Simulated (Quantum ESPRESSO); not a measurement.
**WC (Qusongite): phonons with AM05**

WC (Qusongite):

```xyz
2
Lattice="2.9065 0.0000 0.0000 -1.4532 2.5171 0.0000 0.0000 0.0000 2.8366" Properties=species:S:1:pos:R:3 pbc="T T T"
W     0.0000    0.0000    0.0000
C     1.4533    0.8390    1.4183
```

```json
{
  "Program": "Quantum ESPRESSO 7.5",
  "Task": "phonons",
  "Functional": "AM05",
  "Potentials or basis": "GBRV 1.5 PBE",
  "Cutoff": "762 eV",
  "Density cutoff": "6095 eV",
  "k mesh": "10 × 10 × 9",
  "Occupations": "cold, width 0.2 eV",
  "Spin": "no spin polarisation",
  "Mixing beta": "0.5",
  "Most SCF iterations": "120",
  "SCF threshold": "4e-10 Ry"
}
```

```json
{"Relaxed volume": "10.29 Å³/atom", "Relaxed cell": "a = 2.898 Å, b = 2.898 Å, c = 2.828 Å, α = 90.00°, β = 90.00°, γ = 120.00°", "Space group after relaxing (to 0.05 Å)": "P-6m2 (No. 187)", "Pressure after relaxing": "0.0 GPa", "Band gap on the k mesh": "none (metal or under the smearing width)", "Highest phonon frequency at Γ": "628 cm⁻¹"}
```

The path:
```csv
step,energy change (eV),largest force (eV/Å),pressure (GPa),volume (Å³)
1,0.0000,0.0000,-3.57,20.75
2,0.0005,0.0000,4.06,20.38
3,-0.0020,0.0000,-0.03,20.57
4,-0.0020,0.0000,0.00,20.57
5,-0.0020,0.0000,0.00,20.57
```

Final structure:
```
CELL_PARAMETERS angstrom
2.89799 0.00000 0.00000
-1.44899 2.50973 0.00000
0.00000 0.00000 2.82838
ATOMIC_POSITIONS crystal
W 0.00000 0.00000 0.00000
C 0.66667 0.33333 0.50000
```

Levels at points of the mesh, in eV from the Fermi level:
```tsv
k point	band 6	band 7	band 8	band 9	band 10	band 11	band 12	band 13
(0.00, 0.00, 0.00)	-4.36	-3.33	-3.33	0.18	3.32	3.32	5.77	5.77
(0.00, -0.50, 0.00)	-7.05	-3.61	-3.60	-0.38	2.40	4.66	5.03	6.99
```

Phonon frequencies in cm⁻¹ (negative: imaginary):
```
              q point           frequencies
(0.000, 0.000, 0.000)  -4 -4 -4 600 628 628
```

Optical modes at Γ, degenerate ones joined:
| cm⁻¹ | components | symmetry | active in |
| --- | --- | --- | --- |
| 600 | 1 | A''2 | IR |
| 628 | 2 | E' | IR and Raman |

It took 4.2 min on 4 MPI ranks on Intel(R) Xeon(R) Processor @ 2.50GHz (Skylake/Cascade Lake), on a shared host, peak memory 0.44 GiB a rank.

Caveat: the mesh is thin for the phonons of a metal; the potentials were made for another functional, which shifts forces and pressure. The run has no spin-orbit coupling, so splittings on W are missing.
